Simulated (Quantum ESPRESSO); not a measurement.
The system is FeO (Wuestite).

```
Fe O
1.0
     1.51882    0.87689    2.51958
    -1.51882    0.87689    2.51958
     0.00000   -1.75378    2.51958
Fe O
1 1
Direct
  0.00000 0.00000 0.00000
  0.50000 0.50000 0.50000
```

Base run:

```yaml
Program: Quantum ESPRESSO 7.5
Functional: PBE
Potentials_or_basis: SSSP 1.3 efficiency PBE
Cutoff: 871 eV
Density_cutoff: 10640 eV
k_mesh: 11 × 11 × 11
Occupations: fermi-dirac, width 0.05 eV
Spin: collinear spin, ferromagnetic start
Starting_moments: "[3.0, 0.0] μB"
```

Its results: band gap on the k mesh none (metal or under the smearing width); pressure -2.2 GPa; net moment 4.00 μB per cell; site moments Fe +3.45; O +0.32 μB.

Q: The run is repeated on the same cell with these changes: functional from PBE to PBEsol; potentials or basis from SSSP 1.3 efficiency PBE to GBRV 1.5 PBEsol; cutoff from 871 eV to 762 eV; density cutoff from 10640 eV to 6095 eV. What comes out?

A: Band gap on the k mesh none (metal or under the smearing width); pressure -9.3 GPa; net moment 4.00 μB per cell; site moments Fe +3.46; O +0.32 μB.

Caveats: a cell with one magnetic atom can't hold antiferromagnetic order, which such compounds often take; semilocal functionals often make such compounds metallic where correlation or magnetic order opens a gap, which also shifts bond lengths.

Not every run made on this cell is shown here.
